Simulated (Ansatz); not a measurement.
# Ru under changes of volume

One of the cells (13.575 Å³/atom); the others are scaled copies at fixed shape and fractional positions:

```
CELL_PARAMETERS angstrom
2.70580 0.00000 0.00000
-1.35290 2.34329 0.00000
0.00000 0.00000 4.28190
ATOMIC_POSITIONS crystal
Ru 0.66667 0.33333 0.75000
Ru 0.33333 0.66667 0.25000
```

| Item | Value |
| --- | --- |
| Program | Ansatz 0.2.0 |
| Functional | PBE |
| Potentials or basis | Ansatz PAW earlier set |
| Cutoff | 660 eV (not typed: the program's choice for these potentials) |
| k mesh | 11 × 11 × 6 |
| Occupations | fermi-dirac, width 0.05 eV |
| Spin | no spin polarisation |

```tsv
volume (Å³/atom)	energy over the lowest point (meV/atom)	pressure (GPa)
12.760	?	?
13.032	41.66	19.5
13.303	15.54	11.6
13.575	2.11	4.5
13.846	0.00	-1.8
14.118	7.97	-7.4
14.389	24.92	-12.4
```

Problem. What does the run at 12.760 Å³/atom give?

Solution. Energy over the lowest point 82.02 meV/atom; pressure 28.4 GPa.

Worked out: A Birch-Murnaghan fit of order 3 (a polynomial in V^(-2/3)) to the other rows has its minimum at 13.76 Å³/atom with B0 = V·E''(V) = 312 GPa and B' = 4.9 at fixed shape and positions, which overstates the stiffness. It gives 82.17 meV/atom at 12.760 Å³/atom, against the run's 82.02, and -dE/dV = 28.4 GPa, against 28.4.

Energies are extrapolated to zero smearing.
